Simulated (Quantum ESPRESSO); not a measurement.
Runs of Quantum ESPRESSO 7.5 on I. The structure is orthorhombic, space group Cmce (No. 64). The conventional cell has a = 7.270 Å, b = 4.790 Å, c = 9.793 Å, α = 90.00°, β = 90.00°, γ = 90.00°. Around I (site symmetry m) lie 1 I at 2.68 Å. 

```csv
task,level,potentials or basis,cell,k mesh,cutoff (eV),smearing,ASE optimiser,form of the LDA correlation,iterations,k mesh for the Wannier functions,mesh quality,gap on the mesh (eV),pressure (GPa),largest force (eV/Å)
relaxation of the atoms,BLYP,GBRV 1.5 PBE,atoms relaxed,7 × 7 × 3,612,fermi-dirac 0.05 eV,BFGSLineSearch,-,-,-,not flagged,1.02,2.0,0.02
single point,PBE,SSSP 1.3 efficiency PBE,as given,7 × 7 × 3,748,fermi-dirac 0.05 eV,-,-,-,-,not flagged,1.31,1.8,0.97
phonons,LDA,JTH 2.0 LDA,relaxed,5 × 5 × 2,490,gaussian 0.2 eV,-,PW92,-,-,not flagged,(c),0.0,-
energy-loss spectrum,PBE,PseudoDojo 0.4.1 SR PBE standard,as given,3 × 3 × 1,952,methfessel-paxton 0.2 eV,-,-,400,-,coarse,1.33,(b),1.06
Wannier functions,PBE,JTH 2.0 PBE,as given,5 × 5 × 2,490,fermi-dirac 0.05 eV,-,-,-,4 × 4 × 2,not flagged,1.33,2.0,0.99
band structure,vdW-DF3-opt1,PseudoDojo 0.4.1 SR PBE standard,as given,7 × 7 × 3,952,fermi-dirac 0.05 eV,-,-,-,-,not flagged,(a),0.5,1.06
```

Alike in all rows: no spin polarisation.

**Question.** Estimate the missing entries.

**Answer.** (a) 1.27; (b) 1.4; (c) 0.75.

Caveats: some runs use coarse meshes; spin-orbit coupling is left out, which moves the levels of the heavy elements; an odd mesh through Γ misses points on the zone boundary, where band edges often lie (some runs); the potentials were made for another functional, which shifts forces and pressure (some runs); the cutoff is low for these files, which shifts pressure and relaxed volume (some runs); some modes are imaginary (some runs); on a mesh that holds Γ this program's dielectric tensor can be off by some percent beyond the error of the mesh (some runs); this smearing can shift energies of a crystal with a gap (some runs).

A k mesh can miss the band edges, and the runs leave out spin-orbit coupling on I.

Not every run made on this cell is shown here.
